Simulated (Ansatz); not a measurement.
# TiO: further runs on the relaxed cell

An exercise on one series of results from a longer session: the logs are not shown, and one member is left open.

Computed with Ansatz 0.2.0 (DFT r2SCAN, scalar-relativistic, plane waves, PAW, unless a step's input says otherwise).

1 further run of the same task is left out (set aside as unsound or not needed).

## The structure to begin with

It takes space group Pm-3m (No. 221, cubic). The conventional cell has a = 4.059 Å, b = 4.059 Å, c = 4.059 Å, α = 90.00°, β = 90.00°, γ = 90.00°. Ti (site symmetry 4/mmm) has 4 O at 2.03 Å as nearest neighbours. Around O (site symmetry 4/mmm) lie 4 Ti at 2.03 Å.

Structure file:

```
CELL_PARAMETERS angstrom
4.05855 0.00000 0.00000
0.00000 4.05855 0.00000
0.00000 0.00000 4.05855
ATOMIC_POSITIONS crystal
Ti 0.50000 0.50000 0.00000
Ti 0.00000 0.50000 0.50000
Ti 0.50000 0.00000 0.50000
O 0.00000 0.50000 0.00000
O 0.50000 0.00000 0.00000
O 0.00000 0.00000 0.50000
```

It goes back to an entry of the Materials Project, which need not be the stable form.

This cell was relaxed beforehand with the same method: volume 11.14 Å³/atom, gap on the mesh none (metal), site moments up to 0.2 μB.

The first run:

input.yaml reads:

```yaml
crystal:
  lattice:
    - [4.0175557244, 0.0, 0.0]
    - [0.0, 4.0175557244, 0.0]
    - [0.0, 0.0, 4.0175557244]
  atoms:
    - { symbol: Ti, position: [0.5, 0.5, 0.0], spin: 0.26 }
    - { symbol: Ti, position: [0.0, 0.5, 0.5], spin: 0.26 }
    - { symbol: Ti, position: [0.5, 0.0, 0.5], spin: 0.26 }
    - { symbol: O, position: [0.0, 0.5, 0.0] }
    - { symbol: O, position: [0.5, 0.0, 0.0] }
    - { symbol: O, position: [0.0, 0.0, 0.5] }
basis:
  ecutwfc: 500
kpoints:
  mp_grid: { grid: [10, 10, 10] }
hamiltonian:
  xc: r2scan
scf:
  occupations: { method: gaussian, width: 0.1 }
output:
  forces: true
  stress: true
  eigenvalues: true
  populations: true
magnetization:
  spin_polarized: true
```

The run is started by

```bash
$ ansatz run input.yaml --threads 1 --pin off --max-ram 2560MiB --backend cpu --events-out ev --progress --plain --runs-dir out
```

Steps of the session up to this table: The cell scaled to 0.97 of its volume; Point at V/V0 = 1.03; Point at V/V0 = 0.94; Point at V/V0 = 1.06; The cell scaled to 0.91 of its volume; Volume × 1.10; Point at V/V0 = 0.88.

One of the session's tables, all rows but one given; the rest of the session is left out.

It belongs to the step «Energy against volume». 

```
volume (Å³/atom)  energy above the lowest point (meV/atom)  pressure (GPa)  largest moment (μB)
           9.805                                     137.7           36.77                 0.06
          10.139                                         ?               ?                    ?
          10.473                                      31.0           15.55                 0.18
          10.808                                       7.4            7.18                 0.21
          11.142                                       0.0            0.03                 0.24
          11.476                                       6.4           -6.09                 0.27
          11.811                                      24.6          -11.33                 0.29
          12.256                                      64.4          -17.14                 0.32
```

Estimate the missing values for volume (Å³/atom) = 10.139.

Worked estimate for «energy above the lowest point (meV/atom)». A straight line through the neighbours (9.805, 137.7) and (10.473, 31.0) gives 137.7 + (31.0 − 137.7) × (10.139 − 9.805) / (10.473 − 9.805) = 84.4; a parabola fitted to 3 rows on both sides gives 74.4.

As computed: energy above the lowest point (meV/atom): 73.4; pressure (GPa): 25.25; largest moment (μB): 0.10. In «energy above the lowest point (meV/atom)» the line misses by +11.0 and the parabola by +1.0.

Limits of these values: Other magnetic orders or occupations could lie lower; they were not searched in full. Warnings in the runs' records: stability check not made.
